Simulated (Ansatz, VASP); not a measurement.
This is a calculation of SnTe for Ansatz 0.2.0. 

Contents of input.yaml:

```yaml
crystal:
  lattice:
    - [0.0, 3.15085, 3.15085]
    - [3.15085, 0.0, 3.15085]
    - [3.15085, 3.15085, 0.0]
  atoms:
    - { symbol: Te, position: [0.5, 0.5, 0.5] }
    - { symbol: Sn, position: [0.0, 0.0, 0.0] }
kpoints:
  mp_grid: { grid: [7, 7, 7] }
scf:
  occupations: { method: fermi_dirac, width: 0.05 }
hamiltonian:
  xc: revpbe
  pseudopotentials: { kind: all_electron, lapw: { basis_error: 0.001 } }
output:
  forces: true
  stress: true
relax:
  f_tol: 0.005
  max_steps: 60
  cell: {}
```

Potentials or basis: all-electron LAPW, scalar-relativistic.

Command:

```bash
$ ansatz run input.yaml --threads 1 --pin off --max-ram 3072MiB --backend cpu --events-out ev --progress --plain --runs-dir out
```

**Question.** Set up the same calculation for VASP 6.6.1. Potentials or basis there: PBE PAW files Sn_d, Te, 600 eV.

**Answer.** As run (cutoffs and basis follow the program's own potentials, and thresholds, step limits or extra output files can differ):

The input INCAR:

```
ALGO     = Fast           # electronic algorithm
EDIFF    = 1E-6           # SCF threshold, eV
EDIFFG   = -0.01          # ionic threshold
ENCUT    = 600            # plane-wave cutoff, eV
GGA      = RE             # functional
IBRION   = 2              # ionic algorithm
ISIF     = 3              # what is computed and relaxed
ISMEAR   = -1             # smearing method
LASPH    = T              # aspherical terms in the spheres
LCHARG   = F              # write CHGCAR
LREAL    = F              # projectors in reciprocal space
LWAVE    = F              # write WAVECAR
NELM     = 80             # most SCF steps
NSW      = 60             # ionic steps
PREC     = Accurate       # precision mode
SIGMA    = 0.05           # smearing width, eV
```

KPOINTS

```
k-points
0
Gamma
  7 7 7
```

POSCAR

```
SnTe
1.0
    0.0000000000      3.1508500000      3.1508500000
    3.1508500000      0.0000000000      3.1508500000
    3.1508500000      3.1508500000      0.0000000000
Te Sn
1 1
Direct
    0.5000000000      0.5000000000      0.5000000000
    0.0000000000      0.0000000000      0.0000000000
```

Potentials or basis: VASP PAW PBE potentials, release 64 (Te, Sn_d).

Run with:

```console
$ cat potpaw_PBE.64/Te/POTCAR potpaw_PBE.64/Sn_d/POTCAR > POTCAR
$ mpirun -np 1 vasp_std > vasp.out
```

Both were run:

|  | Ansatz | VASP |
| --- | --- | --- |
| Relaxed volume | 33.70 Å³/atom | 33.67 Å³/atom |
| Relaxed cell | a = 4.568 Å, b = 4.568 Å, c = 4.568 Å, α = 60.00°, β = 60.00°, γ = 60.00° | a = 4.567 Å, b = 4.567 Å, c = 4.567 Å, α = 60.00°, β = 60.00°, γ = 60.00° |
| Space group after relaxing | Fm-3m (No. 225) | Fm-3m (No. 225) |
| Pressure after relaxing | 0.0 GPa | 0.0 GPa |

VASP's potentials were made for PBE.

Where Ansatz's input types no cutoff or centring, it takes its own default and a Γ-centred mesh.

Pressure is positive in compression.
